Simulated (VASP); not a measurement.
Write the native input for VASP 6.6.1 that does the following.

```
Task                   : single point
Functional             : PBE
Potentials or basis    : VASP PAW PBE potentials, release 64 (Fe, Si)
Cutoff                 : 600 eV
k mesh                 : 8 × 8 × 8
Occupations            : gaussian, width 0.03 eV
Spin                   : collinear spin, ferromagnetic start
Starting moments       : [2.5, 2.5, 2.5, 2.5, 0.0, 0.0, 0.0, 0.0] μB
Further INCAR settings : ALGO = Normal; EDIFF = 1e-06; NBANDS = 38; AMIX = 0.2; BMIX = 0.0001
```

The structure of FeSi lies in POSCAR:

```
FeSi
1.0
    4.5507000000      0.0000000000      0.0000000000
    0.0000000000      4.5507000000      0.0000000000
    0.0000000000      0.0000000000      4.5507000000
Fe Si
4 4
Direct
    0.1365200000      0.1365200000      0.1365200000
    0.3634800000      0.8634800000      0.6365200000
    0.6365200000      0.3634800000      0.8634800000
    0.8634800000      0.6365200000      0.3634800000
    0.8424000000      0.8424000000      0.8424000000
    0.6576000000      0.1576000000      0.3424000000
    0.3424000000      0.6576000000      0.1576000000
    0.1576000000      0.3424000000      0.6576000000
```

The input as run:

INCAR

```
SYSTEM = FeSi
PREC     = Accurate       ! precision mode
ENCUT    = 600            ! plane-wave cutoff, eV
EDIFF    = 1E-6           ! SCF threshold, eV
ISMEAR   = 0              ! smearing method
SIGMA    = 0.03           ! smearing width, eV
LREAL    = .False.        ! projectors in reciprocal space
LASPH    = .True.         ! aspherical terms in the spheres
NELM     = 150            ! most SCF steps
ALGO     = Normal         ! electronic algorithm
ISIF     = 2              ! what is computed and relaxed
LWAVE    = .False.        ! write WAVECAR
LCHARG   = .False.        ! write CHGCAR
ISPIN    = 2              ! spin polarisation
MAGMOM   = 2.5 2.5 2.5 2.5 0 0 0 0 ! initial moments
LORBIT   = 11             ! projections on sites
LMAXMIX  = 4              ! l up to which the mixer works
GGA      = PE             ! functional
NBANDS   = 38             ! bands
AMIX     = 0.2          
BMIX     = 1E-4         
AMIX_MAG = 0.8          
BMIX_MAG = 1E-4         
KPAR     = 4
```

KPOINTS

```
regular mesh
0
Gamma
  8 8 8
  0 0 0
```

Potentials or basis: VASP PAW PBE potentials, release 64 (Fe, Si).

Run with:

```bash
$ cat potpaw_PBE.64/Fe/POTCAR potpaw_PBE.64/Si/POTCAR > POTCAR
$ mpirun -np 4 vasp_std > vasp.out
```

It gave:

| Quantity | Value |
| --- | --- |
| Pressure | -10.2 GPa |
| Largest force | 0.114 eV/Å |
| Band gap on the k mesh | none (metal or under the smearing width) |
| Net moment | 3.90 μB per cell |
| Site moments | Fe +1.07; Si -0.05 μB |
| Valence electrons inside the program's atomic spheres | Fe 7.47; Si 1.60 |

Wall time 110 s on 4 MPI ranks on Intel(R) Xeon(R) Platinum 8375C CPU @ 2.90GHz (Ice Lake), with other jobs on the host, peak memory 0.41 GiB a rank.
